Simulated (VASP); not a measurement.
The system is Ir.

```
Ir
1.0
     2.75138    0.00000    0.00000
    -1.37569    2.38276    0.00000
     0.00000    0.00000    4.46229
Ir
2
Direct
  0.33333 0.66667 0.25000
  0.66667 0.33333 0.75000
```

This isn't the form of Ir at room conditions, which is fcc.

Base run:

| Item | Value |
| --- | --- |
| Program | VASP 6.6.1 |
| Functional | PW91 |
| Potentials or basis | VASP PAW PBE potentials, release 64 (Ir) |
| Cutoff | 520 eV |
| k mesh | 11 × 11 × 6 |
| Occupations | fermi-dirac, width 0.05 eV |
| Spin | no spin polarisation |

Its results: pressure 2.5 GPa.

Q: After a change of settings the same cell gave: pressure -6.5 GPa. Which change was it?
A. functional from PW91 to PBE
B. functional from PW91 to SCAN
C. functional from PW91 to r2SCAN
D. functional from PW91 to AM05

A: C.

Caveats: the PAW data sets were made with another functional, which shifts forces and pressure a little.
